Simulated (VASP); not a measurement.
## Cd: single point with PBE

Crystal: Cd.

```xyz
1
Lattice="1.6080 0.9284 2.4493 -1.6080 0.9284 2.4493 0.0000 -1.8568 2.4493" Properties=species:S:1:pos:R:3 pbc="T T T"
Cd    0.0000    0.0000    0.0000
```

This isn't the form of Cd at room conditions, which is hcp.

```json
{"Program": "VASP 6.6.1", "Task": "single point", "Functional": "PBE", "Potentials or basis": "VASP PAW PBE potentials, release 64 (Cd)", "Cutoff": "520 eV", "k mesh": "10 × 10 × 10", "Occupations": "gaussian, width 0.05 eV", "Spin": "no spin polarisation", "Further INCAR settings": "ALGO = Fast; EDIFF = 1e-06; NBANDS = 12"}
```

```json
{"Pressure": "2.4 GPa", "Band gap on the k mesh": "none (metal or under the smearing width)"}
```

Stress tensor (GPa, compression positive):
```
2.15 0.00 0.00
0.00 2.15 0.00
0.00 0.00 2.98
```

Levels at points of the mesh, in eV from the Fermi level:
```csv
k point,band 2,band 3,band 4,band 5,band 6,band 7,band 8,band 9,band 10,band 11
"(0.00, 0.00, 0.00)",-9.21,-9.00,-8.71,-8.65,-8.65,13.50,14.16,14.16,17.00,17.65
"(0.50, 0.00, 0.00)",-9.24,-8.97,-8.38,-8.25,-2.40,-1.58,12.49,12.58,14.03,16.28
"(0.50, 0.50, 0.00)",-9.67,-8.35,-8.21,-8.17,-0.76,1.41,6.06,7.59,10.33,11.85
"(0.50, 0.50, 0.50)",-9.13,-9.13,-8.24,-8.24,-1.90,-0.44,11.50,11.50,12.39,15.57
```

Wall time 11 s on 1 thread of Intel(R) Xeon(R) Platinum 8559C (Emerald Rapids), on a shared host, peak memory 0.15 GiB.
